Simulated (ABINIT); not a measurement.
# GaP (F-43m) in ABINIT: notebook

Aim: see how the results for GaP move with the level of theory and the settings. Levels: OLYP, BLYP+D2, AM05, SOGGA. Tasks: equation of state.

Everything below comes from runs of ABINIT 10.8.3 (patched build). Logs are shortened: lines on timing, memory, paths and dates and some standing lists are left out, and cuts for length are marked. The log counts tension as positive stress, the text compression.

**The experiment to reproduce.**

“Phosphorous dimerization in GaP at high pressure”, 2017, arxiv:1709.06667 reports, for a bulk crystal of GaP: bulk modulus 87.5 ± 0.6 GPa.

The runs below are set against these values where they give the same quantity.

### 1 The crystal as given

The structure is cubic, space group F-43m (No. 216). Conventional cell: a = 5.451 Å, b = 5.451 Å, c = 5.451 Å, α = 90.00°, β = 90.00°, γ = 90.00°. Ga (site symmetry -43m) is surrounded by 4 P at 2.36 Å. P (site symmetry -43m) is surrounded by 4 Ga at 2.36 Å.

### 2 Equation of state, OLYP

Contents of run.abi:

```
# Datasets: one volume each
ndtset 7
getwfk -1
scalecart1 3*0.9795861087
scalecart2 3*0.9864848297
scalecart3 3*0.9932883884
scalecart4 3*1.0000000000
scalecart5 3*1.0066227096
scalecart6 3*1.0131594038
scalecart7 3*1.0196128224

# Pseudopotentials
pp_dirpath "./"
pseudos "Ga.GGA_PBE-JTH.xml, P.GGA_PBE-JTH.xml"

# Structure
acell 3*1.0
rprim
     0.0000000000     5.1499761211     5.1499761211
     5.1499761211     0.0000000000     5.1499761211
     5.1499761211     5.1499761211     0.0000000000
ntypat 2
znucl 31 15
natom 2
typat 1 2
xred
     0.0000000000     0.0000000000     0.0000000000
     0.7500000000     0.7500000000     0.7500000000

# Plane-wave basis
ecut 20.0
pawecutdg 40.0
pawxcdev 0

# k points
kptopt 1
ngkpt 8 8 8
nshiftk 1
shiftk 0.0 0.0 0.0

# Exchange and correlation
ixc -110131

# Bands and occupations
nband 13
occopt 3
tsmear 0.00183747

# SCF cycle
nstep 100
tolvrs 1.0e-9

# Output
iomode 3
prtwf 1
prtden 0
prteig 0
prtebands 0
enunit 2
```

Potentials or basis: JTH PAW PBE v2.0.

Run with:

```bash
$ abinit run.abi > log 2>&1
```

run.abo:

```text
.Version 10.8.3 of ABINIT
 DATASET    1 : space group F-4 3 m (#216); Bravais cF (face-center cubic)
================================================================================
 Values of the parameters that define the memory need for DATASET  1.
     intxc =       0    ionmov =       0      iscf =      17    lmnmax =      18
     lnmax =       6     mgfft =      30  mpssoang =       3    mqgrid =    3001
     natom =       2  nloc_mem =       2    nspden =       1   nspinor =       1
    nsppol =       1      nsym =      24    n1xccc =       1    ntypat =       2
    occopt =       3   xclevel =       2
       mpw =        1121          nfft =       27000          nkpt =          29
 PAW method is used; the additional fine FFT grid is defined by:
   mgfftf=        45    nfftf =     91125
================================================================================
================================================================================
[... 71 lines left out ...]
 DATASET    7 : space group F-4 3 m (#216); Bravais cF (face-center cubic)
================================================================================
 Values of the parameters that define the memory need for DATASET  7.
     intxc =       0    ionmov =       0      iscf =      17    lmnmax =      18
     lnmax =       6     mgfft =      30  mpssoang =       3    mqgrid =    3001
     natom =       2  nloc_mem =       2    nspden =       1   nspinor =       1
    nsppol =       1      nsym =      24    n1xccc =       1    ntypat =       2
    occopt =       3   xclevel =       2
       mpw =        1254          nfft =       27000          nkpt =          29
 PAW method is used; the additional fine FFT grid is defined by:
   mgfftf=        45    nfftf =     91125
================================================================================
================================================================================

--------------------------------------------------------------------------------
------------- Echo of variables that govern the present computation ------------
--------------------------------------------------------------------------------
 -outvars: echo values of preprocessed input variables --------
            acell      1.0000000000E+00  1.0000000000E+00  1.0000000000E+00 Bohr
              amu      6.97230000E+01  3.09737620E+01
             ecut      2.00000000E+01 Hartree
           enunit           2
           getwfk          -1
              ixc     -110131
           jdtset        1    2    3    4    5    6    7
         kptrlatt        8    0    0      0    8    0      0    0    8
          kptrlen1     5.70759065E+01
          kptrlen2     5.74778628E+01
          kptrlen3     5.78742744E+01
          kptrlen4     5.82653286E+01
          kptrlen5     5.86512030E+01
          kptrlen6     5.90320656E+01
          kptrlen7     5.94080762E+01
            natom           2
            nband          13
           ndtset           7
            ngfft          30      30      30
          ngfftdg          45      45      45
             nkpt          29
            nstep         100
             nsym          24
           ntypat           2
           occopt           3
        pawecutdg      4.00000000E+01 Hartree
         pawxcdev           0
           prtden           0
        prtebands           0
           prteig           0
            rprim1     0.0000000000E+00  5.0448450684E+00  5.0448450684E+00
                       5.0448450684E+00  0.0000000000E+00  5.0448450684E+00
                       5.0448450684E+00  5.0448450684E+00  0.0000000000E+00
            rprim2     0.0000000000E+00  5.0803733168E+00  5.0803733168E+00
                       5.0803733168E+00  0.0000000000E+00  5.0803733168E+00
                       5.0803733168E+00  5.0803733168E+00  0.0000000000E+00
            rprim3     0.0000000000E+00  5.1154114816E+00  5.1154114816E+00
                       5.1154114816E+00  0.0000000000E+00  5.1154114816E+00
                       5.1154114816E+00  5.1154114816E+00  0.0000000000E+00
            rprim4     0.0000000000E+00  5.1499761211E+00  5.1499761211E+00
                       5.1499761211E+00  0.0000000000E+00  5.1499761211E+00
                       5.1499761211E+00  5.1499761211E+00  0.0000000000E+00
            rprim5     0.0000000000E+00  5.1840829174E+00  5.1840829174E+00
                       5.1840829174E+00  0.0000000000E+00  5.1840829174E+00
                       5.1840829174E+00  5.1840829174E+00  0.0000000000E+00
            rprim6     0.0000000000E+00  5.2177467364E+00  5.2177467364E+00
                       5.2177467364E+00  0.0000000000E+00  5.2177467364E+00
                       5.2177467364E+00  5.2177467364E+00  0.0000000000E+00
            rprim7     0.0000000000E+00  5.2509816881E+00  5.2509816881E+00
                       5.2509816881E+00  0.0000000000E+00  5.2509816881E+00
                       5.2509816881E+00  5.2509816881E+00  0.0000000000E+00
          spgroup         216
           tolvrs      1.00000000E-09
           tsmear      1.83747000E-03 Hartree
            typat      1  2
           useylm           1
           xangst1     0.0000000000E+00  0.0000000000E+00  0.0000000000E+00
                       4.0044255614E+00  4.0044255614E+00  4.0044255614E+00
           xangst2     0.0000000000E+00  0.0000000000E+00  0.0000000000E+00
                       4.0326266704E+00  4.0326266704E+00  4.0326266704E+00
           xangst3     0.0000000000E+00  0.0000000000E+00  0.0000000000E+00
                       4.0604387679E+00  4.0604387679E+00  4.0604387679E+00
           xangst4     0.0000000000E+00  0.0000000000E+00  0.0000000000E+00
                       4.0878749972E+00  4.0878749972E+00  4.0878749972E+00
           xangst5     0.0000000000E+00  0.0000000000E+00  0.0000000000E+00
                       4.1149478062E+00  4.1149478062E+00  4.1149478062E+00
           xangst6     0.0000000000E+00  0.0000000000E+00  0.0000000000E+00
                       4.1416689950E+00  4.1416689950E+00  4.1416689950E+00
           xangst7     0.0000000000E+00  0.0000000000E+00  0.0000000000E+00
                       4.1680497635E+00  4.1680497635E+00  4.1680497635E+00
            xcart1     0.0000000000E+00  0.0000000000E+00  0.0000000000E+00
                       7.5672676025E+00  7.5672676025E+00  7.5672676025E+00
            xcart2     0.0000000000E+00  0.0000000000E+00  0.0000000000E+00
                       7.6205599752E+00  7.6205599752E+00  7.6205599752E+00
            xcart3     0.0000000000E+00  0.0000000000E+00  0.0000000000E+00
                       7.6731172224E+00  7.6731172224E+00  7.6731172224E+00
            xcart4     0.0000000000E+00  0.0000000000E+00  0.0000000000E+00
                       7.7249641816E+00  7.7249641816E+00  7.7249641816E+00
            xcart5     0.0000000000E+00  0.0000000000E+00  0.0000000000E+00
                       7.7761243761E+00  7.7761243761E+00  7.7761243761E+00
            xcart6     0.0000000000E+00  0.0000000000E+00  0.0000000000E+00
                       7.8266201047E+00  7.8266201047E+00  7.8266201047E+00
            xcart7     0.0000000000E+00  0.0000000000E+00  0.0000000000E+00
                       7.8764725322E+00  7.8764725322E+00  7.8764725322E+00
             xred      0.0000000000E+00  0.0000000000E+00  0.0000000000E+00
                       7.5000000000E-01  7.5000000000E-01  7.5000000000E-01
            znucl       31.00000   15.00000

================================================================================

 chkinp: Checking input parameters for consistency, jdtset=   1.

 chkinp: Checking input parameters for consistency, jdtset=   2.

 chkinp: Checking input parameters for consistency, jdtset=   3.

 chkinp: Checking input parameters for consistency, jdtset=   4.
[... 27 lines left out ...]
 getcut: wavevector=  0.0000  0.0000  0.0000  ngfft=  30  30  30
         ecut(hartree)=     20.000   => boxcut(ratio)=   2.09103

 Fine grid specifications (used for densities):

 getcut: wavevector=  0.0000  0.0000  0.0000  ngfft=  45  45  45
         ecut(hartree)=     40.000   => boxcut(ratio)=   2.16618

--- Pseudopotential description ------------------------------------------------
- pspini: atom type   1  psp file is ./Ga.GGA_PBE-JTH.xml
 Pseudopotential format is: paw10
 basis_size (lnmax)=  6 (lmn_size= 18), orbitals=   0   0   1   1   2   2
 Spheres core radius: rc_sph= 2.10359248
 Shapefunction is BESSEL type: shapef(r,l)=aa(1,l)*jl(q(1,l)*r)+aa(2,l)*jl(q(2,l)*r)
 Radius for shape functions =  1.80829011
 Compensation charge density is not taken into account in XC energy/potential

- pspini: atom type   2  psp file is ./P.GGA_PBE-JTH.xml
 Pseudopotential format is: paw10
 basis_size (lnmax)=  4 (lmn_size=  8), orbitals=   0   0   1   1
 Spheres core radius: rc_sph= 1.60765221
 Shapefunction is SIN type: shapef(r)=[sin(pi*r/rshp)/(pi*r/rshp)]**2
 Radius for shape functions =  1.60765221
 Compensation charge density is not taken into account in XC energy/potential

   4.33120550E+02                                ecore*ucvol(ha*bohr**3)
--------------------------------------------------------------------------------

================================================================================

--- !BeginCycle
iteration_state: {dtset: 1, }
solver: {iscf: 17, nstep: 100, nline: 4, wfoptalg: 10, }
tolerances: {tolvrs: 1.00E-09, }
...

     iter   Etot(hartree)      deltaE(h)  residm     nres2
 ETOT  1  -85.936626063392    -8.594E+01 1.552E-01 4.829E+00
 ETOT  2  -85.997246074660    -6.062E-02 6.706E-03 6.208E-01
 ETOT  3  -85.997569897178    -3.238E-04 4.729E-03 6.482E-02
 ETOT  4  -85.998005889187    -4.360E-04 2.269E-03 1.015E-02
 ETOT  5  -85.998129550212    -1.237E-04 1.058E-03 2.699E-03
 ETOT  6  -85.998229288767    -9.974E-05 1.876E-04 1.316E-04
 ETOT  7  -85.998236009662    -6.721E-06 7.102E-05 6.440E-06
 ETOT  8  -85.998236399331    -3.897E-07 1.042E-05 3.037E-07
 ETOT  9  -85.998236429429    -3.010E-08 4.183E-06 5.930E-08
 ETOT 10  -85.998236432345    -2.916E-09 6.075E-07 9.539E-09
 ETOT 11  -85.998236432833    -4.877E-10 2.535E-07 1.316E-09
[... 1242 lines left out ...]
 Cartesian components of stress tensor (hartree/bohr^3)
  sigma(1 1)=  3.06160955E-05  sigma(3 2)=  0.00000000E+00
  sigma(2 2)=  3.06160955E-05  sigma(3 1)=  0.00000000E+00
  sigma(3 3)=  3.06160955E-05  sigma(2 1)=  0.00000000E+00

-Cartesian components of stress tensor (GPa)         [Pressure= -9.0076E-01 GPa]
- sigma(1 1)=  9.00756627E-01  sigma(3 2)=  0.00000000E+00
- sigma(2 2)=  9.00756627E-01  sigma(3 1)=  0.00000000E+00
- sigma(3 3)=  9.00756627E-01  sigma(2 1)=  0.00000000E+00

== END DATASET(S) ==============================================================
================================================================================

 -outvars: echo values of variables after computation  --------
            acell      1.0000000000E+00  1.0000000000E+00  1.0000000000E+00 Bohr
           etotal1    -8.5998236433E+01
           etotal2    -8.5999840306E+01
           etotal3    -8.6001043382E+01
           etotal4    -8.6001886011E+01
           etotal5    -8.6002403280E+01
           etotal6    -8.6002628271E+01
           etotal7    -8.6002590314E+01
            fcart1    -1.1675604198E-29 -5.0038303704E-30  2.1683264938E-29
                       1.1675604198E-29  5.0038303704E-30 -2.1683264938E-29
            fcart2    -6.6251165398E-30 -3.3125582699E-30  1.3250233080E-29
                       6.6251165398E-30  3.3125582699E-30 -1.3250233080E-29
            fcart3    -1.6449344012E-30 -1.6449344012E-30  4.9348032036E-30
                       1.6449344012E-30  1.6449344012E-30 -4.9348032036E-30
            fcart4     6.5355769615E-30  6.5355769615E-30 -1.9606730885E-29
                      -6.5355769615E-30 -6.5355769615E-30  1.9606730885E-29
            fcart5    -0.0000000000E+00 -0.0000000000E+00 -0.0000000000E+00
                      -0.0000000000E+00 -0.0000000000E+00 -0.0000000000E+00
            fcart6    -0.0000000000E+00 -0.0000000000E+00 -0.0000000000E+00
                      -0.0000000000E+00 -0.0000000000E+00 -0.0000000000E+00
            fcart7    -6.4098614866E-30 -6.4098614866E-30  1.9229584460E-29
                       6.4098614866E-30  6.4098614866E-30 -1.9229584460E-29
            rprim1     0.0000000000E+00  5.0448450684E+00  5.0448450684E+00
[... 30 lines left out ...]
           strten6    -1.4974927078E-05 -1.4974927078E-05 -1.4974927078E-05
                       0.0000000000E+00  0.0000000000E+00  0.0000000000E+00
           strten7     3.0616095462E-05  3.0616095462E-05  3.0616095462E-05
                       0.0000000000E+00  0.0000000000E+00  0.0000000000E+00
           xangst1     0.0000000000E+00  0.0000000000E+00  0.0000000000E+00
                       4.0044255614E+00  4.0044255614E+00  4.0044255614E+00
           xangst2     0.0000000000E+00  0.0000000000E+00  0.0000000000E+00
                       4.0326266704E+00  4.0326266704E+00  4.0326266704E+00
           xangst3     0.0000000000E+00  0.0000000000E+00  0.0000000000E+00
                       4.0604387679E+00  4.0604387679E+00  4.0604387679E+00
           xangst4     0.0000000000E+00  0.0000000000E+00  0.0000000000E+00
                       4.0878749972E+00  4.0878749972E+00  4.0878749972E+00
           xangst5     0.0000000000E+00  0.0000000000E+00  0.0000000000E+00
                       4.1149478062E+00  4.1149478062E+00  4.1149478062E+00
           xangst6     0.0000000000E+00  0.0000000000E+00  0.0000000000E+00
                       4.1416689950E+00  4.1416689950E+00  4.1416689950E+00
           xangst7     0.0000000000E+00  0.0000000000E+00  0.0000000000E+00
                       4.1680497635E+00  4.1680497635E+00  4.1680497635E+00
             xred      0.0000000000E+00  0.0000000000E+00  0.0000000000E+00
                       7.5000000000E-01  7.5000000000E-01  7.5000000000E-01
 Calculation completed.
```

Wall time 84 s (1 thread of Arm Neoverse V2, shared host); peak memory 0.14 GiB.

Results:

| Item | Value |
| --- | --- |
| Equilibrium volume | 21.19 Å³/atom |
| Bulk modulus | 72 GPa |
| Pressure derivative of the bulk modulus | 4.4 |

Energy against volume, from the lowest point:
```csv
volume (Å³/atom),energy (meV/atom)
19.026,59.75
19.431,37.93
19.836,21.56
20.240,10.10
20.645,3.06
21.050,0.00
21.455,0.52
```

Caveat: pressures at fixed basis lie under the slope of the energies; the PAW data sets were made with another functional, which shifts forces and pressure a little.

### 3 Equation of state, BLYP+D2

Contents of run.abi:

```
ndtset 7
getwfk -1
scalecart1 3*0.9795861087
scalecart2 3*0.9864848297
scalecart3 3*0.9932883884
scalecart4 3*1.0000000000
scalecart5 3*1.0066227096
scalecart6 3*1.0131594038
scalecart7 3*1.0196128224

pp_dirpath "./"
pseudos "Ga.GGA_PBE-JTH.xml, P.GGA_PBE-JTH.xml"

acell 3.8540855109 3.8540855109 3.8540855109 Angstrom
rprim
     0.0000000000     0.7071067812     0.7071067812
     0.7071067812     0.0000000000     0.7071067812
     0.7071067812     0.7071067812     0.0000000000
ntypat 2
znucl 31 15
natom 2
typat 1 2
xred
     0.0000000000     0.0000000000     0.0000000000
     0.7500000000     0.7500000000     0.7500000000

ecut 20.0
pawecutdg 40.0
pawxcdev 0

kptopt 1
ngkpt 8 8 8
nshiftk 1
shiftk 0.0 0.0 0.0

ixc -106131
vdw_xc 5

nband 13
occopt 3
tsmear 0.05 eV

nstep 100
tolvrs 1.0e-9

iomode 3
prtwf 1
prtden 0
prteig 0
prtebands 0
```

Potentials or basis: JTH PAW PBE v2.0.

Run with:

```bash
$ abinit run.abi > log 2>&1
```

It took 84 s on 1 thread of Arm Neoverse V2, shared host; peak memory 0.14 GiB.

It converged, with:

| Property | Result |
| --- | --- |
| Equilibrium volume | 20.15 Å³/atom |
| Bulk modulus | 80 GPa |
| Pressure derivative of the bulk modulus | 5.1 |

Energy against volume, from the lowest point:
| volume (Å³/atom) | energy (meV/atom) |
| --- | --- |
| 19.026 | 17.53 |
| 19.431 | 6.81 |
| 19.836 | 1.16 |
| 20.240 | 0.00 |
| 20.645 | 2.82 |
| 21.050 | 9.14 |
| 21.455 | 18.56 |

Caveat: pressures at fixed basis lie under the slope of the energies; the PAW data sets were made with another functional, which shifts forces and pressure a little.

(Part 1 of 2 ends here.)
